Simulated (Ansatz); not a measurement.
# ZnS at 50 GPa: from Born charge to LO–TO splitting and polaron coupling

Level of theory: DFT PBE, scalar-relativistic, plane waves, PAW (Ansatz 0.2.0). Plane waves to 420 eV; Γ-centred k mesh 10×10×10; fixed occupations. No spin polarisation. Phonons by linear response, acoustic sum rule imposed.

The cell, relaxed at 50 GPa:
```
CELL_PARAMETERS angstrom
0.00000 2.43068 2.43068
2.43068 0.00000 2.43068
2.43068 2.43068 0.00000
ATOMIC_POSITIONS crystal
Zn 0.00000 0.00000 0.00000
S 0.75000 0.75000 0.75000
```

The real crystal has changed phase below this pressure.

Linear response gives ν_TO = 445.5 cm⁻¹, Born charges ±1.523 e (positive on Zn) and ε∞ = 6.269. The primitive cell holds 28.722 Å³, and the masses are 65.380 and 32.060 amu.

Question: Find ν_LO and the static dielectric constant.

Answer: The long-wave field adds a restoring force: ω_LO² − ω_TO² = Z*²e²/(ε_vac ε∞ μV). In these units ν_LO² − ν_TO² = 4.92064×10⁷ Z*²/(μ V ε∞) cm⁻², with μ = m₁m₂/(m₁ + m₂) = 21.512 amu: 29484 cm⁻². So ν_LO = √(445.5² + 29484) = 477.5 cm⁻¹, and the run gives 477.5. Lyddane–Sachs–Teller then gives ε0 = ε∞ (ν_LO/ν_TO)² = 7.20, against 7.20 in the run (it forms both from the same three quantities, so the match checks the arithmetic only). Between ν_TO and ν_LO the dielectric function is negative and an undamped crystal reflects fully: a reststrahlen band from 20.9 to 22.4 μm.

Question: What do the Clausius–Mossotti polarisability and the Szigeti charge come to?

Answer: With the Lorentz local field, α = (3V/4π)(ε∞ − 1)/(ε∞ + 2) = 4.37 Å³ for the pair, and e_S = 3Z*/(ε∞ + 2) = 0.55 e. The Born charge includes the electrons' response to the dipole's own local field, and e_S takes that enhancement out. The Lorentz field assumes point-like polarisable ions, a poor picture once ε∞ is this large, since the electron clouds then overlap or are shared, so both numbers are formal here.

Question: How strongly does a slow electron couple to the LO mode?

Answer: For one isotropic parabolic band, Fröhlich's constant is α_F = (1/ε∞ − 1/ε0) √(m* Ry/ħω_LO), with Ry = 13.606 eV, ħω_LO = 59.2 meV and m* in free-electron masses: α_F = 0.0206 × 15.16 × √m* = 0.31 √m*. The band mass isn't part of this run; for m* = 0.1, 0.3 and 1 it gives 0.10, 0.17, 0.31. In weak coupling the polaron lies α_F ħω_LO below the band edge (10 meV at m* = 0.3) with a mass m*(1 + α_F/6); past α_F of about 5 or 6 that expansion fails. A semilocal functional's ε∞ tends to be too large, which taken alone lowers α_F.

Cost: 1 run of about 0.85 core-minutes, on Arm Neoverse V2 (shared hosts).